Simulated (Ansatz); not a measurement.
The cell was built from the fluorite type and relaxed in the same program, and has space group Fm-3m; it needn't be a known or the stable phase.

PtS₂: DFT, PBE, PAW with Ansatz's default frozen-core files, scalar-relativistic (Ansatz 0.2.0).

```yaml
crystal:
  lattice:
    - [0.0, 2.9857144696, 2.9857144696]
    - [2.9857144696, 0.0, 2.9857144696]
    - [2.9857144696, 2.9857144696, 0.0]
  atoms:
    - { symbol: Pt, position: [0.0, 0.0, 0.0] }
    - { symbol: S, position: [0.25, 0.25, 0.25] }
    - { symbol: S, position: [0.75, 0.75, 0.75] }
kpoints:
  mp_grid: { grid: [11, 11, 11] }
  band_path:
    path:
      - [0.0, 0.0, 0.0]
      - [0.5, 0.0, 0.5]
      - [0.625, 0.25, 0.625]
      - [0.375, 0.375, 0.75]
      - [0.0, 0.0, 0.0]
      - [0.5, 0.5, 0.5]
      - [0.5, 0.25, 0.75]
      - [0.5, 0.0, 0.5]
    npoints: 8
scf:
  occupations: { method: fermi_dirac, width: 0.05 }
hamiltonian:
  xc: pbe
  pseudopotentials: { kind: paw }
output:
  forces: true
  stress: true
  eigenvalues: true
  efg: { contact_densities: true }
  populations: true
  bader: true
  dos: { projected: true, de: 0.2, e_range: [-14, 8] }
```

Output:

```
Pt: output.efg is read without spin–orbit coupling, which moves field gradients at and beside such atoms by some per cent and up to a factor of two; PAW files take it under magnetization.noncollinear and magnetization.spin_orbit
Engine: ansatz 0.2.0
Pseudopotentials: kind: paw
Pseudopotential: Pt, paw, valence charge 18, recommended cutoff 420 eV (normal)
Pseudopotential: S, paw, valence charge 6, recommended cutoff 420 eV (normal)
Functional definition: PBE
  parameter kappa = 0.804
  parameter beta = 0.06672455060314922
  exchange = pbe_x(kappa = kappa, mu = beta*pi^2/3)
  correlation = pbe_c(beta = beta)
Crystal: 3 atoms, lattice volume = 53.232 Å³
Basis set: ecut = 420 eV, 1037 PW (Γ), exchange–correlation on 60×60×60 points (8 copies of the dense FFT grid, shifted against one another)
Bands: 19, of which v1, the nominal top of the filled ones, is band 15 counted from 1 (14 counted from 0)
Symmetry: 48 space group operations
Space group: Fm-3m (ITA 225), of the structure as read, at distance tolerance 3.8e-5 Å
k-points: 56 of 1331
Non-local potential: Pt, projectors of the file, l = 0: 3, l = 1: 2, l = 2: 2, l = 3: 1
Non-local potential: S, projectors of the file, l = 0: 2, l = 1: 2, l = 2: 2
PAW form: soft (Blöchl's): semilocal exchange-correlation on the pseudo side does not see the compensation charge
PAW one-centre angular grid: Pt, 590 points (default); XC on 64 Gauss nodes
PAW one-centre angular grid: S, 110 points (default); XC on 64 Gauss nodes
Initial density: superposition of atomic densities (neutral atoms: chi_scale 0, normalization atom), corrected by the library's trained network
Initial wavefunctions: pseudopotential atomic-orbital guess
Functional: x = pbe(κ = 0.804, μ = 0.2195149727645171), c = pbe(β = 0.06672455060314922)
SCF iter   1: F=—  HF=-14326.383044 eV  |F-HF|=—  |Δ(HF+E_count)|=         —  Δρ=7.63e-3  dr2=1.95e-2  ethr=1.77e-3  ⟨swp⟩=5.2  Hψ=5147  notcnv=0
preconditioner: auto → LDOS  [metal: Δε(μ)=0.061 eV  Ē_g=8.707 eV  σ=0.050 eV  W_gap=0.29  n_scr=14 (ndim 8)  ℏωp=23.9 eV  f_vac=0.033  D(μ)=1.95/eV (n_scr^D=14)  β→1.0]
SCF iter   2: F=—  HF=-14326.380704 eV  |F-HF|=—  |Δ(HF+E_count)|=   2.34e-3  Δρ=1.57e-3  dr2=8.55e-4  ethr=6.51e-5  ⟨swp⟩=2.1  Hψ=2241  notcnv=0
SCF iter   3: F=—  HF=-14326.380610 eV  |F-HF|=—  |Δ(HF+E_count)|=   9.45e-5  Δρ=6.32e-4  dr2=2.19e-4  ethr=2.85e-6  ⟨swp⟩=2.0  Hψ=1947  notcnv=0
SCF iter   4: F=—  HF=-14326.380566 eV  |F-HF|=—  |Δ(HF+E_count)|=   4.38e-5  Δρ=2.50e-4  dr2=2.69e-5  ethr=7.28e-7  ⟨swp⟩=2.5  Hψ=1708  notcnv=0
SCF iter   5: F=—  HF=-14326.380552 eV  |F-HF|=—  |Δ(HF+E_count)|=   1.35e-5  Δρ=5.35e-5  dr2=1.20e-6  ethr=8.98e-8  ⟨swp⟩=3.0  Hψ=2005  notcnv=0
SCF iter   6: F=-14326.380552 eV  HF=-14326.380552 eV  |F-HF|=1.54e-8  |Δ(HF+E_count)|=   3.40e-7  Δρ=6.68e-6  dr2=2.03e-8  ethr=3.33e-10  ⟨swp⟩=3.0  Hψ=4562  notcnv=0
SCF 1 converged in 6 iterations: F = -14326.380552 eV  dr2 = 2.03e-8
  greatest PAW one-centre occupation: 1.000 electrons in one spin orbital (limit 2), on the Pt atom at site 0 (counted from 0), in its partial waves of l = 0
NSCF: frozen V_eff on 57 k-points
SCF converged after 6 iterations
Free energy (F): -14326.380552 eV
Harris-Foulkes:  -14326.380552 eV  (|F-HF|=1.54e-8)
Internal energy: -14326.361961 eV  (E = F + TS)
E sigma→0 (E₀):  -14326.371256 eV
Entropy (-TS):   -0.018591 eV (-6.197 meV/atom)
Fermi energy:    12.340574 eV
--- Per-component energies (eV) ---
  E_band       = -287.130117
  E_kinetic    = 845.192070
  E_local      = -2623.650545  (includes V_loc(G=0)·N_el)
  E_nonlocal   = 258.713898
  E_hartree    = 1002.432777
  E_xc         = -453.772326
  E_vxc        = -474.845455  (∫ρ·V_xc dr)
  E_paw        = -10653.877593  (= ΣΔE_a)
  E_vpaw       = -297.413912  (= ΣTr[D̂ρ^β])
  E_aug_tail   = 0.000199  (compensation charges beyond the density's cutoff)
  E_ewald      = -2701.400440
  E_smearing   = -0.018591  (= −TS)
  E_closure    = -0.000000  (closes the sum)
  Σ components = -14326.380552   (vs F -14326.380552, Δ=0.00e0)
--- Forces (eV/Å), atoms counted from 1 ---
  atom   1  Pt    -0.00000000     0.00000000    -0.00000000
  atom   2  S      0.00000000    -0.00000000    -0.00000000
  atom   3  S     -0.00000000    -0.00000000    -0.00000000
  max |Σ_I F_I| component: 1.11e-16 eV/Å
--- Stress (GPa, compression-positive) ---
        0.036066      -0.000000      -0.000000
       -0.000000       0.036066       0.000000
       -0.000000      -0.000000       0.036066
  P = ⅓ Tr σ = 0.0361 GPa (0.361 kbar)
--- PAW observables at the nuclei: V_zz in 10²¹ V/m², potentials from the cell's mean, atoms counted from 1 ---
  atom   1  Pt V_zz =    +0.000000   η = 0.0000   by run symmetry: forbidden
            electrostatic potential = -16113.615045 V   contact ρ = 12084381.089888 e/Å³
  atom   2  S  V_zz =    -0.000000   η = 0.0000   by run symmetry: forbidden
            electrostatic potential = -1637.612109 V   contact ρ = 19781.617209 e/Å³
  atom   3  S  V_zz =    +0.000000   η = 0.0000   by run symmetry: forbidden
            electrostatic potential = -1637.612109 V   contact ρ = 19781.617209 e/Å³
--- Band table (eV; the first three rows and the last of 56) ---
  k-point 0: bands = ["-87.2874", "-41.4922", "-41.4922", "-41.4922", "-3.7919", "0.6299", "5.0973", "5.0973", "5.0973", "8.2321", "8.2321", "10.7964", "10.7964", "10.7964", "12.7096", "12.7096", "12.7096", "15.1413", "15.9128"]
  k-point 1: bands = ["-87.2874", "-41.4924", "-41.4922", "-41.4922", "-3.7132", "0.4599", "5.1486", "5.1486", "5.3598", "8.1665", "8.1665", "10.2629", "10.7208", "10.7208", "12.4388", "12.6394", "12.6394", "15.3060", "16.1823"]
  k-point 2: bands = ["-87.2874", "-41.4930", "-41.4923", "-41.4923", "-3.4839", "0.0468", "5.2919", "5.2919", "6.0301", "8.0226", "8.0226", "9.1506", "10.4270", "10.4270", "11.8523", "12.5689", "12.5689", "15.6587", "16.8807"]
  k-point 55: bands = ["-87.2874", "-41.4941", "-41.4939", "-41.4932", "-1.6221", "-1.5611", "4.4032", "5.2033", "6.9825", "7.0214", "7.5200", "8.6368", "9.3205", "10.7874", "11.0683", "12.1382", "13.7586", "15.6195", "18.0016"]
--- Löwdin populations: 3 sites ---
  site symbol       q [e]
     0     Pt     17.4058
     1      S      6.1707
     2      S      6.1707
  spilling = 0.008423 (of n_electrons = 30.000000)
--- Bader charges: 3 sites ---
  site symbol  charge [e]  shift [e]
     0     Pt      0.3422     0.0019
     1      S     -0.1711     0.0010
     2      S     -0.1711     0.0010
  estimated error of the sums over rays = 6.5e-4 e
```

populations.tsv:

```
# site	symbol	l	j	q
# orbitals = lowdin
# n_electrons = 30.000000
# spilling = 0.008423
0	Pt	0_5S	-	1.988558
0	Pt	0_6S	-	0.706610
0	Pt	1_5P	-	5.998734
0	Pt	2_5D	-	8.711931
1	S	0_3S	-	1.935295
1	S	1_3P	-	4.235442
2	S	0_3S	-	1.935295
2	S	1_3P	-	4.235442
```

bader_charges.tsv:

```
# site	symbol	x_ang	y_ang	z_ang	partial_charge_e	electrons	volume_ang3	relative_density_drop	shared_charge_e	partial_wave_shift_e
# quadrature_error_electrons = 6.5e-4
0	Pt	0.0000	0.0000	0.0000	0.34219	77.65781	17.46	-	0.34219	0.00191
1	S	1.4929	1.4929	1.4929	-0.17110	16.17110	17.89	-	-0.17110	0.00096
2	S	4.4786	4.4786	4.4786	-0.17109	16.17109	17.89	-	-0.17109	0.00096
```
